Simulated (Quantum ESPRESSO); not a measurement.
Si2Ni in Quantum ESPRESSO: convergence with number of bands

The system is Si2Ni.

```
CELL_PARAMETERS angstrom
0.00000 2.70300 2.70300
2.70300 0.00000 2.70300
2.70300 2.70300 0.00000
ATOMIC_POSITIONS crystal
Ni 0.00000 0.00000 0.00000
Si 0.75000 0.75000 0.75000
Si 0.25000 0.25000 0.25000
```

| Property | Result |
| --- | --- |
| Program | Quantum ESPRESSO 7.5 |
| Task | single point |
| Functional | PBE |
| Potentials or basis | PseudoDojo 0.5 SR PBE standard |
| Cutoff | 1333 eV |
| Density cutoff | 5333 eV |
| k mesh | 9 × 9 × 9 |
| Occupations | fermi-dirac, width 0.05 eV |
| Spin | collinear spin, ferromagnetic start |
| Starting moments | [1.0, 0.0, 0.0] μB |

These are the settings of the first run; the series varies number of bands, with any setting tied to it.

Hardware: 1 thread of Intel(R) Xeon(R) 6975P-C (Granite Rapids), on a shared host.

```
number of bands  energy less the tightest run, at zero smearing (meV/atom)  SCF cycles  CPU time (s)  peak memory (GiB)
             19                                                       0.00          15            68               0.17
             20                                                       0.00          15            73               0.18
             21                                                       0.00          14            72               0.18
             23                                                       0.00          13            77               0.19
             27                                                       0.00          16           100               0.21
             35                                                       0.00          13           110               0.25
```

Against the tightest run, the energy stays within 1 meV/atom from 19 on. The tightest run that finished is the yardstick and may itself not be fully converged.
